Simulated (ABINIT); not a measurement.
Crystal: Ge.

```
Ge
1.0
    -2.49590    2.65086    1.43695
     2.49590   -2.65086    1.43695
     2.49590    2.65086   -1.43695
Ge
2
Direct
  0.31406 0.06406 0.25000
  0.68594 0.93594 0.75000
```

This isn't the form of Ge at room conditions, which is diamond.

- Program: ABINIT 10.8.3 (patched build)
- Task: single point
- Functional: PBE
- Potentials or basis: JTH PAW PBE v2.0
- Cutoff: 599 eV
- k mesh: 11 × 11 × 11
- Occupations: fermi-dirac, width 0.05 eV
- Spin: no spin polarisation

On this cell: pressure 0.7 GPa; largest force 0.059 eV/Å; band gap on the k mesh none (metal or under the smearing width).

The same run follows on a disturbed copy (atoms moved at random, drawn with an rms of 0.05 Å):

```
Ge
1.0
    -2.49590    2.65086    1.43695
     2.49590   -2.65086    1.43695
     2.49590    2.65086   -1.43695
Ge
2
Direct
  0.29840 0.03724 0.23933
  0.69452 0.94755 0.75384
```

Question: What does the disturbed cell give?

Answer: The energy (extrapolated to zero smearing) moves by +5.0 meV/atom; pressure 0.9 GPa; largest force 0.168 eV/Å; band gap on the k mesh none (metal or under the smearing width).

Forces in eV/Å, atoms in the order of the input:
```
Ge   0.160  0.004  0.050
Ge  -0.160 -0.004 -0.050
```

Stress tensor (GPa, compression positive):
```
 1.74  0.00 -0.49
 0.00  0.42  0.00
-0.49  0.00  0.43
```
